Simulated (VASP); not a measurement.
Wanted: the native input for a VASP 6.6.1 run.

```yaml
Task: band structure
Functional: LAK
Potentials_or_basis: VASP PAW PBE potentials, release 64 (Ti_sv, O)
Cutoff: 520 eV
k_mesh: 6 × 6 × 9
Occupations: fermi-dirac, width 0.05 eV
Spin: no spin polarisation
Further_INCAR_settings: ALGO = Normal; EDIFF = 1e-07; NBANDS = 33
```

The structure of TiO2 lies in POSCAR:

```
TiO2
1.0
    4.5998373239      0.0000000000      0.0000000000
    0.0000000000      4.5998373239      0.0000000000
    0.0000000000      0.0000000000      2.9592135600
Ti O
2 4
Direct
    0.0000000000      0.0000000000      0.5000000000
    0.5000000000      0.5000000000      0.0000000000
    0.3043213200      0.3043213200      0.5000000000
    0.1956786800      0.8043213200      0.0000000000
    0.8043213200      0.1956786800      0.0000000000
    0.6956786800      0.6956786800      0.5000000000
```

The cell is a database's computed one.

These files were run (other wordings do the same):

INCAR

```
SYSTEM = TiO2
  PREC = Accurate
  ENCUT = 520
  EDIFF = 1E-7
  ISMEAR = -1
  SIGMA = 0.05
  LREAL = .False.
  LASPH = .True.
  NELM = 60
  ALGO = Normal
  ISIF = 2
  LWAVE = .False.
  LCHARG = .False.
  LMAXMIX = 4
  METAGGA = LAK
  LMIXTAU = .True.
  NBANDS = 33
```

KPOINTS

```
Automatic mesh
0
Gamma
  6 6 9
  0 0 0
```

KPOINTS_OPT

```
path GXMGZRAZ,XR,MA
15
line-mode
reciprocal
 0.0000000000  0.0000000000  0.0000000000  G
 0.0000000000  0.5000000000  0.0000000000  X

 0.0000000000  0.5000000000  0.0000000000  X
 0.5000000000  0.5000000000  0.0000000000  M

 0.5000000000  0.5000000000  0.0000000000  M
 0.0000000000  0.0000000000  0.0000000000  G

 0.0000000000  0.0000000000  0.0000000000  G
 0.0000000000  0.0000000000  0.5000000000  Z

 0.0000000000  0.0000000000  0.5000000000  Z
 0.0000000000  0.5000000000  0.5000000000  R

 0.0000000000  0.5000000000  0.5000000000  R
 0.5000000000  0.5000000000  0.5000000000  A

 0.5000000000  0.5000000000  0.5000000000  A
 0.0000000000  0.0000000000  0.5000000000  Z

 0.0000000000  0.5000000000  0.0000000000  X
 0.0000000000  0.5000000000  0.5000000000  R

 0.5000000000  0.5000000000  0.0000000000  M
 0.5000000000  0.5000000000  0.5000000000  A
```

Potentials or basis: VASP PAW PBE potentials, release 64 (Ti_sv, O).

Run with:

```console
$ cat potpaw_PBE.64/Ti_sv/POTCAR potpaw_PBE.64/O/POTCAR > POTCAR
$ mpirun -np 1 vasp_std > vasp.out
```

It gave:

```
Pressure                : 5.9 GPa
Largest force           : 0.043 eV/Å
Band gap on the k mesh  : 2.36 eV, direct
Band gap along the path : 2.36 eV, direct
```

Caveat: the PAW data sets were made with another functional, which shifts forces and pressure a little.

It took 13 min on 1 thread of Intel(R) Xeon(R) Platinum 8259CL CPU @ 2.50GHz (Skylake/Cascade Lake) (shared host), peak memory 0.26 GiB.
